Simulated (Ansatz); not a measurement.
# Density of states of CoO

```cif
data_structure
_symmetry_space_group_name_H-M 'F-43m'
_symmetry_Int_Tables_number 216
_cell_length_a 4.4991
_cell_length_b 4.4991
_cell_length_c 4.4991
_cell_angle_alpha 90.000
_cell_angle_beta 90.000
_cell_angle_gamma 90.000
_cell_volume 91.07
loop_
_atom_site_label
_atom_site_type_symbol
_atom_site_symmetry_multiplicity
_atom_site_Wyckoff_symbol
_atom_site_fract_x
_atom_site_fract_y
_atom_site_fract_z
_atom_site_occupancy
Co1 Co 4 a 0.00000 0.00000 0.00000 1
O1 O 4 d 0.25000 0.25000 0.75000 1
```

The runs use the primitive cell with vectors (0.000, 2.250, 2.250), (2.250, 0.000, 2.250), (2.250, 2.250, 0.000) Å, to which the k mesh refers.

The cell was built from the zincblende type and relaxed in the same program, and has space group F-43m; it needn't be a known or the stable phase.

Semilocal functionals without U often leave such compounds metallic or with too small a gap, and the real magnetic order may differ.

Other magnetic orders may lie lower; this is the state that the run reached.

Level of theory: Ansatz 0.2.0, DFT, PBE, all-electron LAPW, scalar-relativistic.

Sampling and basis: a Γ-centred 13×13×13 k mesh, Fermi–Dirac smearing of 0.05 eV, basis error target 0.5 meV/atom, spin-polarised from start moments Co1 2 μB, ending with a cell moment of 2.75 μB.

States per eV and cell, averaged over 0.6 eV, from -7.6 to 5.4 eV, with energies (bin centres) from the Fermi level; empty bins are left out. The partial columns, the largest 4 alone, are projections on Löwdin-orthogonalised atomic shells (those that the program's projection atoms carry: the occupied ones and, for some elements, an empty d or f shell; other empty shells have no column), summed over atoms of an element and both spins. Weights on diffuse s and p shells depend on that basis and aren't pure angular character.

```json
{"E (eV)": "-7.4", "spin-up": "0.03", "spin-down": "0.00", "Co 3d": "0.01", "O 2p": "0.02", "Co 4s": "0.00", "O 2s": "0.00"}
{"E (eV)": "-6.8", "spin-up": "1.59", "spin-down": "0.03", "Co 3d": "0.30", "O 2p": "1.13", "Co 4s": "0.16", "O 2s": "0.01"}
{"E (eV)": "-6.2", "spin-up": "1.24", "spin-down": "1.49", "Co 3d": "0.59", "O 2p": "1.90", "Co 4s": "0.20", "O 2s": "0.01"}
{"E (eV)": "-5.6", "spin-up": "2.11", "spin-down": "0.33", "Co 3d": "0.67", "O 2p": "1.69", "Co 4s": "0.05", "O 2s": "0.00"}
{"E (eV)": "-5.0", "spin-up": "0.03", "spin-down": "2.27", "Co 3d": "0.48", "O 2p": "1.76", "Co 4s": "0.03", "O 2s": "0.00"}
{"E (eV)": "-4.4", "spin-up": "0.00", "spin-down": "0.89", "Co 3d": "0.13", "O 2p": "0.74", "Co 4s": "0.00", "O 2s": "0.00"}
{"E (eV)": "-3.2", "spin-up": "0.54", "spin-down": "0.00", "Co 3d": "0.49", "O 2p": "0.03", "Co 4s": "0.00", "O 2s": "0.00"}
{"E (eV)": "-2.6", "spin-up": "1.55", "spin-down": "0.00", "Co 3d": "1.47", "O 2p": "0.06", "Co 4s": "0.00", "O 2s": "0.01"}
{"E (eV)": "-2.0", "spin-up": "2.43", "spin-down": "0.00", "Co 3d": "2.30", "O 2p": "0.09", "Co 4s": "0.00", "O 2s": "0.03"}
{"E (eV)": "-1.4", "spin-up": "1.19", "spin-down": "0.00", "Co 3d": "0.92", "O 2p": "0.23", "Co 4s": "0.01", "O 2s": "0.01"}
{"E (eV)": "-0.8", "spin-up": "1.66", "spin-down": "1.46", "Co 3d": "2.51", "O 2p": "0.51", "Co 4s": "0.02", "O 2s": "0.02"}
{"E (eV)": "-0.2", "spin-up": "0.85", "spin-down": "2.28", "Co 3d": "2.69", "O 2p": "0.39", "Co 4s": "0.01", "O 2s": "0.01"}
{"E (eV)": "0.4", "spin-up": "0.10", "spin-down": "0.75", "Co 3d": "0.68", "O 2p": "0.12", "Co 4s": "0.00", "O 2s": "0.01"}
{"E (eV)": "1.0", "spin-up": "0.02", "spin-down": "1.08", "Co 3d": "0.93", "O 2p": "0.09", "Co 4s": "0.03", "O 2s": "0.03"}
{"E (eV)": "1.6", "spin-up": "0.04", "spin-down": "2.00", "Co 3d": "1.58", "O 2p": "0.32", "Co 4s": "0.06", "O 2s": "0.04"}
{"E (eV)": "2.2", "spin-up": "0.06", "spin-down": "0.70", "Co 3d": "0.51", "O 2p": "0.18", "Co 4s": "0.04", "O 2s": "0.01"}
{"E (eV)": "2.8", "spin-up": "0.08", "spin-down": "0.17", "Co 3d": "0.09", "O 2p": "0.06", "Co 4s": "0.07", "O 2s": "0.02"}
{"E (eV)": "3.4", "spin-up": "0.10", "spin-down": "0.08", "Co 3d": "0.01", "O 2p": "0.03", "Co 4s": "0.11", "O 2s": "0.02"}
{"E (eV)": "4.0", "spin-up": "0.13", "spin-down": "0.10", "Co 3d": "0.01", "O 2p": "0.03", "Co 4s": "0.14", "O 2s": "0.02"}
{"E (eV)": "4.6", "spin-up": "0.17", "spin-down": "0.12", "Co 3d": "0.01", "O 2p": "0.04", "Co 4s": "0.18", "O 2s": "0.02"}
{"E (eV)": "5.2", "spin-up": "0.25", "spin-down": "0.16", "Co 3d": "0.01", "O 2p": "0.04", "Co 4s": "0.21", "O 2s": "0.02"}
```

(1) Which of the resolved shells contributes most within 0.3 eV of the Fermi level?

(2) Where is the centre of the filled Co 3d states between -14 eV and the top of the filled states?

Results:

(1) Co 3d, with 83 % of all states there; O 2p follows with 14 %.

(2) -2.17 eV from the Fermi level.
